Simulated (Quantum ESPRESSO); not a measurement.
# Sn (I4/mmm) in Quantum ESPRESSO: further runs

The runs below take Sn through phonons, phonons and electron-phonon coupling, phonon dispersion, with PBEsol, PBE, LDA.

Program: Quantum ESPRESSO 7.5. These are calculated values, not measurements. Logs are shortened: lines on timing, memory, paths and dates and some standing lists are left out, and cuts for length are marked.

**1. The structure**

It takes space group I4/mmm (No. 139, tetragonal). The conventional cell has a = 4.058 Å, b = 4.058 Å, c = 3.322 Å, α = 90.00°, β = 90.00°, γ = 90.00°. Sn (site symmetry 4/mmm) is surrounded by 10 Sn at 3.32 Å.

This isn't the form of Sn at room conditions, which is tetragonal (white tin).

**2. Phonons, PBEsol**

pw.in reads:

```
&CONTROL
  calculation = 'scf'
  prefix = 'pwscf'
  outdir = './tmp'
  pseudo_dir = './pseudo'
  tprnfor = .true.
  tstress = .true.
  disk_io = 'low'
/
&SYSTEM
  ibrav = 0
  celldm(1) = 8
  nat = 1
  ntyp = 1
  ecutwfc = 72
  nbnd = 13
  occupations = 'smearing'
  smearing = 'mp'
  degauss = 0.00999582
/
&ELECTRONS
  conv_thr = 2d-10
  electron_maxstep = 120
  mixing_beta = 0.5
/
ATOMIC_SPECIES
Sn   118.7100 Sn.upf
CELL_PARAMETERS alat
 -0.4793265302226   0.4793265302226   0.3922976923850
  0.4793265302226  -0.4793265302226   0.3922976923850
  0.4793265302226   0.4793265302226  -0.3922976923850
ATOMIC_POSITIONS crystal
Sn     0.0000000000    0.0000000000    0.0000000000
K_POINTS automatic
10 10 10 0 0 0
```

relax.in reads:

```
&CONTROL
  calculation = 'vc-relax'
  prefix = 'pwscf'
  outdir = './tmp'
  pseudo_dir = './pseudo'
  tprnfor = .true.
  tstress = .true.
  disk_io = 'low'
  nstep = 40
  forc_conv_thr = 0.0001
  etot_conv_thr = 1d-06
/
&SYSTEM
  ibrav = 0
  celldm(1) = 8
  nat = 1
  ntyp = 1
  ecutwfc = 72
  nbnd = 13
  occupations = 'smearing'
  smearing = 'mp'
  degauss = 0.00999582
/
&ELECTRONS
  conv_thr = 2d-10
  electron_maxstep = 120
  mixing_beta = 0.5
/
&IONS
  ion_dynamics = 'bfgs'
/
&CELL
  cell_dynamics = 'bfgs'
  press = 0
  press_conv_thr = 0.2
/
ATOMIC_SPECIES
Sn   118.7100 Sn.upf
CELL_PARAMETERS alat
 -0.4793265302226   0.4793265302226   0.3922976923850
  0.4793265302226  -0.4793265302226   0.3922976923850
  0.4793265302226   0.4793265302226  -0.3922976923850
ATOMIC_POSITIONS crystal
Sn     0.0000000000    0.0000000000    0.0000000000
K_POINTS automatic
10 10 10 0 0 0
```

scf2.in reads:

```
&CONTROL
  calculation = 'scf'
  prefix = 'pwscf'
  outdir = './tmp'
  pseudo_dir = './pseudo'
  tprnfor = .true.
  tstress = .true.
  disk_io = 'low'
/
&SYSTEM
  ibrav = 0
  celldm(1) = 8
  nat = 1
  ntyp = 1
  ecutwfc = 72
  nbnd = 13
  occupations = 'smearing'
  smearing = 'mp'
  degauss = 0.00999582
/
&ELECTRONS
  conv_thr = 1d-13
  electron_maxstep = 120
  mixing_beta = 0.5
  startingpot = 'file'
  startingwfc = 'file'
/
ATOMIC_SPECIES
Sn   118.7100 Sn.upf
CELL_PARAMETERS alat
 -0.4706785400395   0.4706785400395   0.3909428414764
  0.4706785400395  -0.4706785400395   0.3909428414764
  0.4706785400395   0.4706785400395  -0.3909428414764
ATOMIC_POSITIONS crystal
Sn     0.0000000000    0.0000000000    0.0000000000
K_POINTS automatic
10 10 10 0 0 0
```

ph.in reads:

```
phonons of Sn
&INPUTPH
  prefix = 'pwscf'
  outdir = './tmp'
  tr2_ph = 1d-18
  fildyn = 'dyn'
  niter_ph = 90
  alpha_mix(1) = 0.4
/
1.0622961479 0.0000000000 -0.0000000000
```

Potentials or basis: PseudoDojo 0.4.1 SR PBEsol standard.

On the command line:

```console
OMP_NUM_THREADS=1 pw.x -in pw.in > pw.out
OMP_NUM_THREADS=1 pw.x -in relax.in > relax.out
OMP_NUM_THREADS=1 pw.x -in scf2.in > scf2.out
OMP_NUM_THREADS=1 ph.x -in ph.in > ph.out
```

pw.out:

```text
This program is part of the open-source Quantum ESPRESSO suite
     for quantum simulation of materials; please cite
[... 9 lines left out ...]
     --------------------
     sticks:   dense  smooth     PW     G-vecs:    dense   smooth      PW
     Sum         769     769    267                15241    15241    3091

     Using Slab Decomposition

     bravais-lattice index     =            0
     lattice parameter (alat)  =       8.0000  a.u.
     unit-cell volume          =     184.5902 (a.u.)^3
     number of atoms/cell      =            1
     number of atomic types    =            1
     number of electrons       =        14.00
     number of Kohn-Sham states=           13
     kinetic-energy cutoff     =      72.0000  Ry
     charge density cutoff     =     288.0000  Ry
     scf convergence threshold =      2.0E-10
     mixing beta               =       0.5000
     number of iterations used =            8  plain     mixing
     Exchange-correlation= PBESOL
                           (   1   4  10   8   0   0   0)

     celldm(1)=   8.000000  celldm(2)=   0.000000  celldm(3)=   0.000000
     celldm(4)=   0.000000  celldm(5)=   0.000000  celldm(6)=   0.000000

     crystal axes: (cart. coord. in units of alat)
               a(1) = (  -0.479327   0.479327   0.392298 )
               a(2) = (   0.479327  -0.479327   0.392298 )
               a(3) = (   0.479327   0.479327  -0.392298 )

     reciprocal axes: (cart. coord. in units 2 pi/alat)
               b(1) = ( -0.000000  1.043130  1.274542 )
               b(2) = (  1.043130 -0.000000  1.274542 )
               b(3) = (  1.043130  1.043130  0.000000 )

     PseudoPot. # 1 for Sn read from file:
     Sn.upf
     Pseudo is Norm-conserving + core correction, Zval = 14.0
     Generated using ONCVPSP code by D. R. Hamann
     Using radial grid of 1628 points,  6 beta functions with:
                l(1) =   0
                l(2) =   0
                l(3) =   1
                l(4) =   1
                l(5) =   2
                l(6) =   2

     atomic species   valence    mass     pseudopotential
     Sn               14.00   118.71000     Sn( 1.00)

     16 Sym. Ops., with inversion, found

   Cartesian axes

     site n.     atom                  positions (alat units)
         1        Sn     tau(   1) = (   0.0000000   0.0000000   0.0000000  )

     number of k points=   102  Methfessel-Paxton smearing, width (Ry)=  0.0100

     Number of k-points >= 100: set verbosity='high' to print them.

     Dense  grid:    15241 G-vectors     FFT dimensions: (  36,  36,  36)

     Initial potential from superposition of free atoms

     starting charge      13.9986, renormalised to      14.0000
     Starting wfcs are    9 randomized atomic wfcs +    4 random wfcs

     Self-consistent Calculation

     iteration #  1     ecut=    72.00 Ry     beta= 0.50
     Davidson diagonalization with overlap
     ethr =  1.00E-02,  avg # of iterations =  4.6

     Threshold (ethr) on eigenvalues was too large:
     Diagonalizing with lowered threshold

     Davidson diagonalization with overlap
     ethr =  2.27E-05,  avg # of iterations =  5.2

     total energy              =    -157.25869214 Ry
     estimated scf accuracy    <       0.00319886 Ry

     iteration #  2     ecut=    72.00 Ry     beta= 0.50
     Davidson diagonalization with overlap
     ethr =  2.28E-05,  avg # of iterations =  1.0

     total energy              =    -157.25895744 Ry
     estimated scf accuracy    <       0.00032044 Ry

     iteration #  3     ecut=    72.00 Ry     beta= 0.50
     Davidson diagonalization with overlap
     ethr =  2.29E-06,  avg # of iterations =  2.7

     total energy              =    -157.25898001 Ry
     estimated scf accuracy    <       0.00003039 Ry

     iteration #  4     ecut=    72.00 Ry     beta= 0.50
     Davidson diagonalization with overlap
     ethr =  2.17E-07,  avg # of iterations =  1.1

     total energy              =    -157.25898187 Ry
     estimated scf accuracy    <       0.00000076 Ry

     iteration #  5     ecut=    72.00 Ry     beta= 0.50
     Davidson diagonalization with overlap
     ethr =  5.44E-09,  avg # of iterations =  2.6

     total energy              =    -157.25898209 Ry
     estimated scf accuracy    <       0.00000005 Ry

     iteration #  6     ecut=    72.00 Ry     beta= 0.50
     Davidson diagonalization with overlap
     ethr =  3.44E-10,  avg # of iterations =  2.0

     total energy              =    -157.25898210 Ry
     estimated scf accuracy    <          2.4E-09 Ry

     iteration #  7     ecut=    72.00 Ry     beta= 0.50
     Davidson diagonalization with overlap
     ethr =  1.68E-11,  avg # of iterations =  2.4

     End of self-consistent calculation

     Number of k-points >= 100: set verbosity='high' to print the bands.

     the Fermi energy is    10.8214 ev

!    total energy              =    -157.25898210 Ry
     estimated scf accuracy    <          9.1E-11 Ry
     smearing contrib. (-TS)   =      -0.00002814 Ry
     internal energy E=F+TS    =    -157.25895395 Ry

     The total energy is F=E-TS. E is the sum of the following terms:
     one-electron contribution =     -47.96611989 Ry
     hartree contribution      =      33.58284566 Ry
     xc contribution           =     -43.61149952 Ry
     ewald contribution        =     -99.26418021 Ry

     convergence has been achieved in   7 iterations

     Forces acting on atoms (cartesian axes, Ry/au):

     atom    1 type  1   force =     0.00000000    0.00000000    0.00000000

     Total force =     0.000000     Total SCF correction =     0.000000

     Computing stress (Cartesian axis) and pressure

          total   stress  (Ry/bohr**3)                   (kbar)     P=      -19.05
  -0.00015315   0.00000000   0.00000000          -22.53        0.00        0.00
   0.00000000  -0.00015315  -0.00000000            0.00      -22.53       -0.00
   0.00000000  -0.00000000  -0.00008223            0.00       -0.00      -12.10

=------------------------------------------------------------------------------=
   JOB DONE.
=------------------------------------------------------------------------------=
```

relax.out:

```text
This program is part of the open-source Quantum ESPRESSO suite
     for quantum simulation of materials; please cite
[... 9 lines left out ...]
     --------------------
     sticks:   dense  smooth     PW     G-vecs:    dense   smooth      PW
     Sum         769     769    267                15241    15241    3091
[... 1038 lines left out ...]
  -0.00000176   0.00000000   0.00000000           -0.26        0.00        0.00
  -0.00000000  -0.00000176   0.00000000           -0.00       -0.26        0.00
   0.00000000   0.00000000  -0.00000131            0.00        0.00       -0.19

=------------------------------------------------------------------------------=
   JOB DONE.
=------------------------------------------------------------------------------=
```

scf2.out:

```text
This program is part of the open-source Quantum ESPRESSO suite
     for quantum simulation of materials; please cite
[... 9 lines left out ...]
     --------------------
     sticks:   dense  smooth     PW     G-vecs:    dense   smooth      PW
     Sum         761     761    261                14649    14649    2993
[... 103 lines left out ...]
  -0.00000174  -0.00000000   0.00000000           -0.26       -0.00        0.00
  -0.00000000  -0.00000174  -0.00000000           -0.00       -0.26       -0.00
   0.00000000   0.00000000  -0.00000130            0.00        0.00       -0.19

=------------------------------------------------------------------------------=
   JOB DONE.
=------------------------------------------------------------------------------=
```

Run time: 10 min. Hardware: 1 thread of Arm Neoverse V1, shared host; peak memory 0.09 GiB.

Results:

```
Free energy                                 : -2139.6250 eV
Relaxed volume                              : 26.28 Å³/atom
Relaxed cell                                : a = 3.268 Å, b = 3.268 Å, c = 3.268 Å, α = 104.86°, β = 104.86°, γ = 119.15°
Space group after relaxing (to 0.05 Å)      : I4/mmm (No. 139)
Pressure after relaxing                     : 0.0 GPa
Band gap on the k mesh                      : none (metal or under the smearing width)
Highest phonon frequency at the q point run : 72 cm⁻¹
```

The path:
| step | energy change (eV) | largest force (eV/Å) | pressure (GPa) | volume (Å³) |
| --- | --- | --- | --- | --- |
| 1 | 0.0000 | 0.0000 | -1.91 | 27.35 |
| 2 | -0.0030 | 0.0000 | -1.47 | 27.09 |
| 3 | -0.0060 | 0.0000 | -0.80 | 26.71 |
| 4 | -0.0074 | 0.0000 | 0.16 | 26.22 |
| 5 | -0.0075 | 0.0000 | 0.07 | 26.26 |
| 6 | -0.0075 | 0.0000 | 0.01 | 26.28 |
| 7 | -0.0076 | 0.0000 | -0.02 | 26.29 |
| 8 | -0.0076 | 0.0000 | -0.01 | 26.28 |

Final structure:
```
Sn
1.0
    -1.99258    1.99258    1.65502
     1.99258   -1.99258    1.65502
     1.99258    1.99258   -1.65502
Sn
1
Cartesian
  0.0000 0.0000 0.0000
```

Phonon frequencies in cm⁻¹ (negative: imaginary):
| q point | frequencies |
| --- | --- |
| (-0.500, 0.500, 0.500) | 61 72 72 |

Phonon modes at q = (-0.500, 0.500, 0.500) in reciprocal lattice units:
| mode | symmetry | cm⁻¹ |
| --- | --- | --- |
| 1 | A_2u | 61 |
| 2 | E_u | 72 |
| 3 | E_u | 72 |

(Part 1 of 5 ends here.)
